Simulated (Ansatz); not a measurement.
Input and output for HgTe (rocksalt type): DFT, PBE, all-electron LAPW, scalar-relativistic (Ansatz 0.2.0).

The cell comes from a relaxation on PAW files under the same functional, begun from a prototype that needn't be the stable phase.

Command: `ansatz run input.yaml --threads 1 --pin off --max-ram 2048MiB --backend cpu --events-out ev --progress --plain --runs-dir out` It took 43 s on 1 thread of Arm Neoverse V1, on a shared host, peak memory 0.46 GiB.

```yaml
crystal:
  lattice:
    - [0.0, 3.0722318152, 3.0722318152]
    - [3.0722318152, 0.0, 3.0722318152]
    - [3.0722318152, 3.0722318152, 0.0]
  atoms:
    - { symbol: Hg, position: [0.0, 0.0, 0.0] }
    - { symbol: Te, position: [0.5, 0.5, 0.5] }
kpoints:
  mp_grid: { grid: [12, 12, 12] }
  band_path:
    path:
      - [0.0, 0.0, 0.0]
      - [0.5, 0.0, 0.5]
      - [0.625, 0.25, 0.625]
      - [0.375, 0.375, 0.75]
      - [0.0, 0.0, 0.0]
      - [0.5, 0.5, 0.5]
      - [0.5, 0.25, 0.75]
      - [0.5, 0.0, 0.5]
    npoints: 14
scf:
  occupations: { method: fermi_dirac, width: 0.1 }
hamiltonian:
  xc: pbe
  pseudopotentials: { kind: all_electron, lapw: { basis_error: 0.001 } }
output:
  forces: true
  stress: true
  eigenvalues: true
  populations: true
  dos: { projected: true, de: 0.2, e_range: [-14, 8] }
```

Output:

```
Hg: projections on atomic orbitals take those of the free atom 1s2 2s2 2p6 3s2 3p6 3d10 4s2 4p6 4d10 4f14 5s2 5p6 5d10 6s2, of charge +0.00 (hamiltonian.pseudopotentials.projection_atoms)
Te: projections on atomic orbitals take those of the free atom 1s2 2s2 2p6 3s2 3p6 3d10 4s2 4p6 4d10 5s2 5p4, of charge +0.00 (hamiltonian.pseudopotentials.projection_atoms)
LAPW: plane waves up to 7.328 Å⁻¹, error target 1.0e-3 eV per atom; small_component_spin mean_spin; Te in spheres of 1.505 Å, 24 of its electrons in bands, Dirac shells []; Hg in spheres of 1.568 Å, 34 of its electrons in bands, Dirac shells [] (how accurate: hamiltonian.pseudopotentials.lapw.basis_error, Limitations)
Engine: ansatz 0.2.0
Pseudopotentials: kind: all_electron
Pseudopotential: Hg, LAPW, valence charge 34, lapw/all_electron/scalar/gaussian/Hg, Koelling and Harmon's equation, gaussian nucleus
Pseudopotential: Te, LAPW, valence charge 24, lapw/all_electron/scalar/gaussian/Te, Koelling and Harmon's equation, gaussian nucleus
Functional definition: PBE
  parameter kappa = 0.804
  parameter beta = 0.06672455060314922
  exchange = pbe_x(kappa = kappa, mu = beta*pi^2/3)
  correlation = pbe_c(beta = beta)
Crystal: 2 atoms, lattice volume = 57.995 Å³
Basis set: ecut = 204.59988201683123 eV, 387 PW (Γ), exchange–correlation at level 2
Bands: 35, of which v1, the nominal top of the filled ones, is band 29 counted from 1 (28 counted from 0)
Symmetry: 48 space group operations
Space group: Fm-3m (ITA 225), of the structure as read, at distance tolerance 3.9e-5 Å
k-points: 72 of 1728
Non-local potential: Hg, projectors of the file, none
Non-local potential: Te, projectors of the file, none
Initial density: superposition of atomic densities (chi_scale 0.1, normalization cell, long waves kept (reshape's long-wave potential 0.00 eV rms))
Initial wavefunctions: plane waves of lowest kinetic energy (no species holds an atomic orbital)
Functional: x = pbe(κ = 0.804, μ = 0.2195149727645171), c = pbe(β = 0.06672455060314922)
iter 1 solved again at ethr=5.46e-4 eV; its pass at ethr=1.00e-1 eV (dr2=3.17e-1 eV) is discarded
SCF iter   1: F=—  HF=-718714.472081 eV  |F-HF|=—  |Δ(HF+E_count)|=         —  Δρ=1.61e-2  dr2=3.17e-1  ethr=5.46e-4  ⟨swp⟩=2.6  Hψ=15579  notcnv=0
preconditioner: auto → LDOS  [metal: Δε(μ)=0.036 eV  Ē_g=11.554 eV  σ=0.100 eV  W_gap=0.09  n_scr=14 (ndim 8)  ℏωp=20.7 eV  f_vac=0.120  D(μ)=1.12/eV (n_scr^D=8)  β→1.0]
iter 2 solved again at ethr=1.69e-5 eV; its pass at ethr=5.46e-4 eV (dr2=9.81e-3 eV) is discarded
SCF iter   2: F=—  HF=-718714.285571 eV  |F-HF|=—  |Δ(HF+E_count)|=   1.87e-1  Δρ=2.92e-3  dr2=9.79e-3  ethr=1.69e-5  ⟨swp⟩=2.0  Hψ=12838  notcnv=0
SCF iter   3: F=—  HF=-718714.290887 eV  |F-HF|=—  |Δ(HF+E_count)|=   5.32e-3  Δρ=4.11e-4  dr2=9.20e-5  ethr=1.69e-5  ⟨swp⟩=3.0  Hψ=7530  notcnv=0
SCF iter   4: F=—  HF=-718714.273207 eV  |F-HF|=—  |Δ(HF+E_count)|=   1.77e-2  Δρ=2.69e-4  dr2=5.78e-5  ethr=1.59e-7  ⟨swp⟩=3.0  Hψ=7976  notcnv=0
SCF iter   5: F=—  HF=-718714.273080 eV  |F-HF|=—  |Δ(HF+E_count)|=   1.27e-4  Δρ=8.62e-5  dr2=3.54e-6  ethr=9.97e-8  ⟨swp⟩=2.0  Hψ=7299  notcnv=0
SCF iter   6: F=—  HF=-718714.273087 eV  |F-HF|=—  |Δ(HF+E_count)|=   7.01e-6  Δρ=1.22e-5  dr2=5.68e-8  ethr=6.10e-9  ⟨swp⟩=3.0  Hψ=7499  notcnv=0
SCF iter   7: F=-718714.273087 eV  HF=-718714.273087 eV  |F-HF|=8.27e-9  |Δ(HF+E_count)|=   9.63e-8  Δρ=3.84e-6  dr2=6.94e-9  ethr=9.79e-11  ⟨swp⟩=3.0  Hψ=7615  notcnv=0
SCF 1 converged in 7 iterations: F = -718714.273087 eV  dr2 = 6.94e-9
NSCF: frozen V_eff on 99 k-points
SCF converged after 7 iterations
Free energy (F): -718714.273087 eV
Harris-Foulkes:  -718714.273087 eV  (|F-HF|=8.27e-9)
Internal energy: -718714.231998 eV  (E = F + TS)
E sigma→0 (E₀):  -718714.252542 eV
Entropy (-TS):   -0.041089 eV (-20.545 meV/atom)
Fermi energy:    13.169059 eV
--- Per-component energies (eV) ---
  E_band       = -2582.401650
  E_kinetic    = 805984.135526
  E_xc         = -14926.486280
  E_electrostatic = -1509771.881244  (all electrons and nuclei)
  E_smearing   = -0.041089  (= −TS)
  E_closure    = 0.000000  (closes the sum)
  E_atoms      = -718710.908198  (free atoms, spherical and without spin; not in F)
  Σ components = -718714.273087   (vs F -718714.273087, Δ=0.00e0)
  Basis errors (estimates in eV, not in F): energy 3.3e-4 per atom: plane waves 3.3e-4 (1.8e-4 summed), levels above the bands 2.2e-36, relativity 4.3e-8, radial functions 6.3e-6, core shells 2.2e-7; eigenvalues (radial functions only) 5.3e-6; not estimated: angular momenta, meshes, grids; target (lapw.basis_error) 1.0e-3; muffin-tin radii Te 1.505 Å, Hg 1.568 Å
--- Forces (eV/Å), atoms counted from 1 ---
  atom   1  Hg     0.00000000    -0.00000000     0.00000000
  atom   2  Te    -0.00000000     0.00000000    -0.00000000
  max |Σ_I F_I| component: 3.29e-30 eV/Å
--- Stress (GPa, compression-positive) ---
        0.035101       0.000000       0.000000
        0.000000       0.035101       0.000000
        0.000000       0.000000       0.035101
  P = ⅓ Tr σ = 0.0351 GPa (0.351 kbar)
--- Band table (eV; the first three rows and the last of 72) ---
  k-point 0: bands = ["-146.0718", "-101.4404", "-96.1090", "-96.1090", "-96.1090", "-79.4061", "-79.4061", "-79.4061", "-79.4061", "-79.4061", "-79.4061", "-79.4061", "-49.8868", "-49.8868", "-49.8868", "-23.4320", "-23.4320", "-23.4315", "-23.4315", "-23.4315", "1.2963", "6.5580", "6.5580", "6.6135", "6.6135", "6.6135", "12.1435", "12.4926", "12.4926", "12.4926", "20.8655", "20.8655", "20.8655", "20.8844", "20.8844"]
  k-point 1: bands = ["-146.0718", "-101.4404", "-96.1090", "-96.1090", "-96.1090", "-79.4061", "-79.4061", "-79.4061", "-79.4061", "-79.4061", "-79.4061", "-79.4061", "-49.8868", "-49.8868", "-49.8868", "-23.4320", "-23.4320", "-23.4315", "-23.4314", "-23.4314", "1.3542", "6.5369", "6.5369", "6.6065", "6.6214", "6.6214", "11.1715", "12.5459", "12.5459", "13.4337", "19.8205", "20.2877", "20.2877", "20.9386", "21.1525"]
  k-point 2: bands = ["-146.0718", "-101.4404", "-96.1090", "-96.1090", "-96.1090", "-79.4061", "-79.4061", "-79.4061", "-79.4061", "-79.4061", "-79.4061", "-79.4061", "-49.8868", "-49.8868", "-49.8868", "-23.4319", "-23.4319", "-23.4314", "-23.4312", "-23.4312", "1.5219", "6.4756", "6.4756", "6.5818", "6.6484", "6.6484", "10.0880", "12.6954", "12.6954", "14.4101", "18.7557", "19.4255", "19.4255", "20.8162", "21.5096"]
  k-point 71: bands = ["-146.0718", "-101.4404", "-96.1090", "-96.1090", "-96.1090", "-79.4061", "-79.4061", "-79.4061", "-79.4061", "-79.4061", "-79.4061", "-79.4061", "-49.8870", "-49.8870", "-49.8869", "-23.4322", "-23.4313", "-23.4309", "-23.4309", "-23.4298", "2.4267", "6.3578", "6.6026", "6.6026", "6.8405", "7.2426", "8.9892", "10.0130", "10.0130", "14.9138", "17.8862", "19.9268", "19.9268", "23.6582", "23.6582"]
--- Löwdin populations: 2 sites ---
  site symbol       q [e]
     0     Hg     79.1552
     1     Te     52.6387
  spilling = 0.001561 (of n_electrons = 132.000000)
```

populations.tsv:

```
# site	symbol	l	j	q
# orbitals = lowdin
# n_electrons = 132.000000
# spilling = 0.001561
# projection_atom_Hg: 1s2 2s2 2p6 3s2 3p6 3d10 4s2 4p6 4d10 4f14 5s2 5p6 5d10 6s2
# projection_atom_Te: 1s2 2s2 2p6 3s2 3p6 3d10 4s2 4p6 4d10 5s2 5p4
0	Hg	0_1S	-	2.000000
0	Hg	0_2S	-	1.999998
0	Hg	0_3S	-	1.999970
0	Hg	0_4S	-	1.999707
0	Hg	0_5S	-	1.995895
0	Hg	0_6S	-	1.221957
0	Hg	1_2P	-	6.000000
0	Hg	1_3P	-	6.000000
0	Hg	1_4P	-	5.999995
0	Hg	1_5P	-	5.999462
0	Hg	2_3D	-	10.000000
0	Hg	2_4D	-	9.999999
0	Hg	2_5D	-	9.938231
0	Hg	3_4F	-	14.000000
1	Te	0_1S	-	2.000000
1	Te	0_2S	-	1.999999
1	Te	0_3S	-	1.999978
1	Te	0_4S	-	1.999687
1	Te	0_5S	-	1.967645
1	Te	1_2P	-	6.000000
1	Te	1_3P	-	5.999997
1	Te	1_4P	-	5.999718
1	Te	1_5P	-	4.671839
1	Te	2_3D	-	10.000000
1	Te	2_4D	-	9.999808
```

Next run (volume at 0.94 of the series' base cell), as changes to the input before:

```diff
   lattice:
-    - [0.0, 3.0722318152, 3.0722318152]
-    - [3.0722318152, 0.0, 3.0722318152]
-    - [3.0722318152, 3.0722318152, 0.0]
+    - [0.0, 3.009515609, 3.009515609]
+    - [3.009515609, 0.0, 3.009515609]
+    - [3.009515609, 3.009515609, 0.0]
   atoms:
   mp_grid: { grid: [12, 12, 12] }
-  band_path:
-    path:
-      - [0.0, 0.0, 0.0]
-      - [0.5, 0.0, 0.5]
-      - [0.625, 0.25, 0.625]
-      - [0.375, 0.375, 0.75]
-      - [0.0, 0.0, 0.0]
-      - [0.5, 0.5, 0.5]
-      - [0.5, 0.25, 0.75]
-      - [0.5, 0.0, 0.5]
-    npoints: 14
 scf:
   populations: true
-  dos: { projected: true, de: 0.2, e_range: [-14, 8] }
```

Command: `ansatz run input.yaml --threads 1 --pin off --max-ram 2048MiB --backend cpu --events-out ev --progress --plain --runs-dir out` It took 30 s on 1 thread of Arm Neoverse V1, with other jobs on the host, peak memory 0.46 GiB.

Results part of the output:

```
SCF 1 converged in 7 iterations: F = -718714.238187 eV  dr2 = 6.37e-9
SCF converged after 7 iterations
Free energy (F): -718714.238187 eV
Harris-Foulkes:  -718714.238187 eV  (|F-HF|=9.66e-9)
Internal energy: -718714.199958 eV  (E = F + TS)
E sigma→0 (E₀):  -718714.219073 eV
Entropy (-TS):   -0.038229 eV (-19.115 meV/atom)
Fermi energy:    14.441683 eV
--- Per-component energies (eV) ---
  E_band       = -2519.183485
  E_kinetic    = 805987.637856
  E_xc         = -14927.337419
  E_electrostatic = -1509774.500396  (all electrons and nuclei)
  E_smearing   = -0.038229  (= −TS)
  E_closure    = 0.000000  (closes the sum)
  E_atoms      = -718710.908198  (free atoms, spherical and without spin; not in F)
  Σ components = -718714.238187   (vs F -718714.238187, Δ=0.00e0)
  Basis errors (estimates in eV, not in F): energy 3.3e-4 per atom: plane waves 3.3e-4 (1.7e-4 summed), levels above the bands 7.9e-37, relativity 5.9e-8, radial functions 6.2e-6, core shells 4.3e-7; eigenvalues (radial functions only) 4.9e-6; not estimated: angular momenta, meshes, grids; target (lapw.basis_error) 1.0e-3; muffin-tin radii Te 1.476 Å, Hg 1.533 Å
--- Forces (eV/Å), atoms counted from 1 ---
  atom   1  Hg    -0.00000000     0.00000000    -0.00000000
  atom   2  Te     0.00000000    -0.00000000    -0.00000000
  max |Σ_I F_I| component: 4.60e-30 eV/Å
--- Stress (GPa, compression-positive) ---
        3.399365      -0.000000      -0.000000
       -0.000000       3.399365       0.000000
       -0.000000       0.000000       3.399365
  P = ⅓ Tr σ = 3.3994 GPa (33.994 kbar)
--- Band table (eV; the first three rows and the last of 72) ---
  k-point 0: bands = ["-144.9199", "-100.3650", "-94.9585", "-94.9585", "-94.9585", "-78.3261", "-78.3261", "-78.3261", "-78.3260", "-78.3260", "-78.3260", "-78.3260", "-48.8113", "-48.8113", "-48.8113", "-22.2883", "-22.2883", "-22.2863", "-22.2863", "-22.2863", "2.1309", "7.5944", "7.5944", "7.6531", "7.6531", "7.6531", "13.6695", "13.6700", "13.6700", "13.6700", "22.1821", "22.1821", "22.1821", "22.3005", "22.3005"]
  k-point 1: bands = ["-144.9199", "-100.3650", "-94.9585", "-94.9585", "-94.9585", "-78.3261", "-78.3261", "-78.3261", "-78.3260", "-78.3260", "-78.3260", "-78.3260", "-48.8113", "-48.8113", "-48.8113", "-22.2882", "-22.2882", "-22.2862", "-22.2862", "-22.2862", "2.1959", "7.5691", "7.5691", "7.6441", "7.6624", "7.6624", "12.4447", "13.7322", "13.7322", "14.8572", "21.1121", "21.6513", "21.6513", "22.2306", "22.5044"]
  k-point 2: bands = ["-144.9199", "-100.3650", "-94.9585", "-94.9585", "-94.9585", "-78.3261", "-78.3261", "-78.3261", "-78.3260", "-78.3260", "-78.3260", "-78.3260", "-48.8114", "-48.8113", "-48.8113", "-22.2881", "-22.2881", "-22.2861", "-22.2860", "-22.2860", "2.3850", "7.4957", "7.4957", "7.6123", "7.6946", "7.6946", "11.2638", "13.9061", "13.9061", "15.9019", "20.0456", "20.7569", "20.7569", "22.0903", "22.8588"]
  k-point 71: bands = ["-144.9199", "-100.3650", "-94.9585", "-94.9585", "-94.9585", "-78.3261", "-78.3261", "-78.3261", "-78.3260", "-78.3260", "-78.3260", "-78.3260", "-48.8116", "-48.8116", "-48.8115", "-22.2885", "-22.2873", "-22.2854", "-22.2854", "-22.2840", "3.4266", "7.3485", "7.6288", "7.6288", "7.9228", "8.4277", "9.9984", "10.9696", "10.9696", "16.3657", "19.2026", "21.2408", "21.2408", "25.2859", "25.2859"]
--- Löwdin populations: 2 sites ---
  site symbol       q [e]
     0     Hg     79.1283
     1     Te     52.6510
  spilling = 0.001672 (of n_electrons = 132.000000)
```

Next run (volume at 0.88 of the series' base cell), as changes to the input before:

```diff
   lattice:
-    - [0.0, 3.009515609, 3.009515609]
-    - [3.009515609, 0.0, 3.009515609]
-    - [3.009515609, 3.009515609, 0.0]
+    - [0.0, 2.944070505, 2.944070505]
+    - [2.944070505, 0.0, 2.944070505]
+    - [2.944070505, 2.944070505, 0.0]
   atoms:
   mp_grid: { grid: [12, 12, 12] }
+  band_path:
+    path:
+      - [0.0, 0.0, 0.0]
+      - [0.5, 0.0, 0.5]
+      - [0.625, 0.25, 0.625]
+      - [0.375, 0.375, 0.75]
+      - [0.0, 0.0, 0.0]
+      - [0.5, 0.5, 0.5]
+      - [0.5, 0.25, 0.75]
+      - [0.5, 0.0, 0.5]
+    npoints: 8
 scf:
   populations: true
+  dos: { projected: true, de: 0.2, e_range: [-14, 8] }
```

Results part of the output:

```
SCF 1 converged in 8 iterations: F = -718714.114184 eV  dr2 = 1.05e-9
NSCF: frozen V_eff on 57 k-points
SCF converged after 8 iterations
Free energy (F): -718714.114184 eV
Harris-Foulkes:  -718714.114184 eV  (|F-HF|=1.51e-9)
Internal energy: -718714.078330 eV  (E = F + TS)
E sigma→0 (E₀):  -718714.096257 eV
Entropy (-TS):   -0.035854 eV (-17.927 meV/atom)
Fermi energy:    15.891520 eV
--- Per-component energies (eV) ---
  E_band       = -2447.645025
  E_kinetic    = 805992.182496
  E_xc         = -14928.354248
  E_electrostatic = -1509777.906578  (all electrons and nuclei)
  E_smearing   = -0.035854  (= −TS)
  E_closure    = 0.000000  (closes the sum)
  E_atoms      = -718710.908198  (free atoms, spherical and without spin; not in F)
  Σ components = -718714.114184   (vs F -718714.114184, Δ=0.00e0)
  Basis errors (estimates in eV, not in F): energy 3.3e-4 per atom: plane waves 3.3e-4 (1.7e-4 summed), levels above the bands 3.9e-37, relativity 5.5e-8, radial functions 6.8e-6, core shells 8.6e-7; eigenvalues (radial functions only) 4.6e-6; not estimated: angular momenta, meshes, grids; target (lapw.basis_error) 1.0e-3; muffin-tin radii Te 1.447 Å, Hg 1.497 Å
--- Forces (eV/Å), atoms counted from 1 ---
  atom   1  Hg     0.00000000    -0.00000000    -0.00000000
  atom   2  Te     0.00000000     0.00000000     0.00000000
  max |Σ_I F_I| component: 1.30e-30 eV/Å
--- Stress (GPa, compression-positive) ---
        8.340656       0.000000      -0.000000
        0.000000       8.340656      -0.000000
       -0.000000      -0.000000       8.340656
  P = ⅓ Tr σ = 8.3407 GPa (83.407 kbar)
--- Band table (eV; the first three rows and the last of 72) ---
  k-point 0: bands = ["-143.6124", "-99.1501", "-93.6528", "-93.6528", "-93.6528", "-77.1044", "-77.1044", "-77.1044", "-77.1044", "-77.1044", "-77.1044", "-77.1043", "-47.5972", "-47.5972", "-47.5972", "-20.9916", "-20.9916", "-20.9876", "-20.9876", "-20.9876", "3.0623", "8.7611", "8.7611", "8.8215", "8.8215", "8.8215", "15.0094", "15.0094", "15.0094", "15.4341", "23.6838", "23.6838", "23.6838", "23.7610", "23.8969"]
  k-point 1: bands = ["-143.6124", "-99.1501", "-93.6528", "-93.6528", "-93.6528", "-77.1044", "-77.1044", "-77.1044", "-77.1044", "-77.1044", "-77.1044", "-77.1043", "-47.5972", "-47.5972", "-47.5972", "-20.9915", "-20.9915", "-20.9875", "-20.9874", "-20.9874", "3.1351", "8.7306", "8.7306", "8.8098", "8.8327", "8.8327", "13.8765", "15.0822", "15.0822", "16.5219", "22.5532", "23.1914", "23.1914", "23.6808", "24.0469"]
  k-point 2: bands = ["-143.6124", "-99.1501", "-93.6528", "-93.6528", "-93.6528", "-77.1044", "-77.1044", "-77.1044", "-77.1044", "-77.1044", "-77.1044", "-77.1043", "-47.5974", "-47.5972", "-47.5972", "-20.9913", "-20.9913", "-20.9873", "-20.9871", "-20.9871", "3.3480", "8.6425", "8.6425", "8.7689", "8.8713", "8.8713", "12.6029", "15.2852", "15.2852", "17.6240", "21.4987", "22.2664", "22.2664", "23.5259", "24.3961"]
  k-point 71: bands = ["-143.6124", "-99.1501", "-93.6528", "-93.6528", "-93.6528", "-77.1044", "-77.1044", "-77.1044", "-77.1044", "-77.1044", "-77.1044", "-77.1043", "-47.5977", "-47.5977", "-47.5975", "-20.9919", "-20.9901", "-20.9864", "-20.9864", "-20.9843", "4.5462", "8.4582", "8.7770", "8.7770", "9.1438", "9.7795", "11.1506", "12.0639", "12.0639", "18.0202", "20.7062", "22.7198", "22.7198", "27.1197", "27.1197"]
--- Löwdin populations: 2 sites ---
  site symbol       q [e]
     0     Hg     79.1013
     1     Te     52.6616
  spilling = 0.001797 (of n_electrons = 132.000000)
```

Next run (volume at 0.8 of the series' base cell), as changes to the input before:

```diff
   lattice:
-    - [0.0, 2.944070505, 2.944070505]
-    - [2.944070505, 0.0, 2.944070505]
-    - [2.944070505, 2.944070505, 0.0]
+    - [0.0, 2.8520073776, 2.8520073776]
+    - [2.8520073776, 0.0, 2.8520073776]
+    - [2.8520073776, 2.8520073776, 0.0]
   atoms:
```

Results part of the output:

```
SCF 1 converged in 8 iterations: F = -718713.735293 eV  dr2 = 9.35e-10
NSCF: frozen V_eff on 57 k-points
SCF converged after 8 iterations
Free energy (F): -718713.735293 eV
Harris-Foulkes:  -718713.735293 eV  (|F-HF|=2.79e-9)
Internal energy: -718713.702080 eV  (E = F + TS)
E sigma→0 (E₀):  -718713.718686 eV
Entropy (-TS):   -0.033213 eV (-16.607 meV/atom)
Fermi energy:    18.169564 eV
--- Per-component energies (eV) ---
  E_band       = -5611.269613
  E_kinetic    = 806000.447295
  E_xc         = -14930.046830
  E_electrostatic = -1509784.102544  (all electrons and nuclei)
  E_smearing   = -0.033213  (= −TS)
  E_closure    = 0.000000  (closes the sum)
  E_atoms      = -718710.908198  (free atoms, spherical and without spin; not in F)
  Σ components = -718713.735293   (vs F -718713.735293, Δ=0.00e0)
  Basis errors (estimates in eV, not in F): energy 3.4e-4 per atom: plane waves 3.3e-4 (1.8e-4 summed), levels above the bands 1.2e-38, relativity 7.6e-8, radial functions 5.8e-6, core shells 5.3e-9; eigenvalues (radial functions only) 4.0e-6; not estimated: angular momenta, meshes, grids; target (lapw.basis_error) 1.0e-3; muffin-tin radii Te 1.405 Å, Hg 1.447 Å
--- Forces (eV/Å), atoms counted from 1 ---
  atom   1  Hg     0.00000000    -0.00000000     0.00000000
  atom   2  Te    -0.00000000    -0.00000000     0.00000000
  max |Σ_I F_I| component: 5.34e-31 eV/Å
--- Stress (GPa, compression-positive) ---
       18.722736      -0.000000       0.000000
       -0.000000      18.722736       0.000000
        0.000000       0.000000      18.722736
  P = ⅓ Tr σ = 18.7227 GPa (187.227 kbar)
--- Band table (eV; the first three rows and the last of 72) ---
  k-point 0: bands = ["-327.5028", "-327.5028", "-327.5027", "-327.5027", "-327.5027", "-141.5696", "-97.2619", "-91.6133", "-91.6133", "-91.6133", "-75.2025", "-75.2025", "-75.2025", "-75.2024", "-75.2024", "-75.2024", "-75.2023", "-45.7122", "-45.7122", "-45.7122", "-18.9691", "-18.9691", "-18.9609", "-18.9609", "-18.9609", "4.4919", "10.5669", "10.5669", "10.6252", "10.6252", "10.6252", "17.1102", "17.1102", "17.1102", "18.2535", "25.6567", "26.0472", "26.0472", "26.0472", "26.3708", "26.3708"]
  k-point 1: bands = ["-327.5028", "-327.5028", "-327.5027", "-327.5027", "-327.5027", "-141.5696", "-97.2619", "-91.6133", "-91.6133", "-91.6133", "-75.2025", "-75.2025", "-75.2025", "-75.2024", "-75.2024", "-75.2024", "-75.2023", "-45.7123", "-45.7122", "-45.7122", "-18.9690", "-18.9690", "-18.9608", "-18.9607", "-18.9607", "4.5765", "10.5272", "10.5272", "10.6086", "10.6398", "10.6398", "16.0879", "17.2005", "17.2005", "19.2199", "24.7481", "25.5869", "25.5869", "25.9195", "26.4717", "26.4717"]
  k-point 2: bands = ["-327.5028", "-327.5028", "-327.5027", "-327.5027", "-327.5027", "-141.5696", "-97.2619", "-91.6133", "-91.6133", "-91.6133", "-75.2025", "-75.2025", "-75.2025", "-75.2024", "-75.2024", "-75.2024", "-75.2023", "-45.7125", "-45.7122", "-45.7122", "-18.9686", "-18.9686", "-18.9605", "-18.9602", "-18.9602", "4.8249", "10.4140", "10.4140", "10.5516", "10.6894", "10.6894", "14.7035", "17.4512", "17.4512", "20.3704", "23.7505", "24.6232", "24.6232", "25.7472", "26.8114", "26.8114"]
  k-point 71: bands = ["-327.5028", "-327.5028", "-327.5027", "-327.5027", "-327.5027", "-141.5696", "-97.2619", "-91.6134", "-91.6134", "-91.6133", "-75.2025", "-75.2025", "-75.2025", "-75.2024", "-75.2024", "-75.2024", "-75.2023", "-45.7130", "-45.7130", "-45.7128", "-18.9696", "-18.9665", "-18.9590", "-18.9590", "-18.9556", "6.2672", "10.1654", "10.5380", "10.5380", "11.0385", "11.9060", "12.9662", "13.7947", "13.7947", "20.6187", "23.0765", "25.0122", "25.0122", "29.9323", "29.9323", "32.2539"]
--- Löwdin populations: 2 sites ---
  site symbol       q [e]
     0     Hg     79.0645
     1     Te     52.6724
  spilling = 0.001993 (of n_electrons = 132.000000)
```

Spin–orbit coupling is left out, which matters for the heavy atoms.
